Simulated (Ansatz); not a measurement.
## Ba under changes of volume

One of the cells (57.679 Å³/atom); the others are scaled copies at fixed shape and fractional positions:

```
Ba
1.0
     3.99965    0.00000    0.00000
     0.00000    3.99965    0.00000
     0.00000    0.00000    3.60554
Ba
1
Direct
  0.50000 0.50000 0.50000
```

This isn't the form of Ba at room conditions, which is bcc.

- Program: Ansatz 0.2.0
- Functional: PBE
- Potentials or basis: Ansatz PAW
- Cutoff: 420 eV (not typed: the program's choice for these potentials)
- k mesh: 7 × 7 × 7
- Occupations: fermi-dirac, width 0.05 eV
- Spin: no spin polarisation

| volume (Å³/atom) | energy over the lowest point (meV/atom) | pressure (GPa) |
| --- | --- | --- |
| 54.218 | 26.24 | 1.2 |
| 55.371 | 18.56 | 1.0 |
| 56.525 | 12.41 | 0.8 |
| 57.679 | 7.60 | 0.6 |
| 58.832 | 4.00 | 0.4 |
| 59.986 | ? | ? |
| 61.139 | 0.00 | 0.1 |

Problem. What does the run at 59.986 Å³/atom give?

Solution. Energy over the lowest point 1.49 meV/atom; pressure 0.3 GPa.

Worked out: A Birch-Murnaghan fit of order 3 (a polynomial in V^(-2/3)) to the other rows has its minimum at 62.60 Å³/atom, just outside them, with B0 = V·E''(V) = 5.8 GPa and B' = 4.7 at fixed shape and positions, which overstates the stiffness. It gives 1.51 meV/atom at 59.986 Å³/atom, against the run's 1.49, and -dE/dV = 0.3 GPa, against 0.3.

Energies are extrapolated to zero smearing.
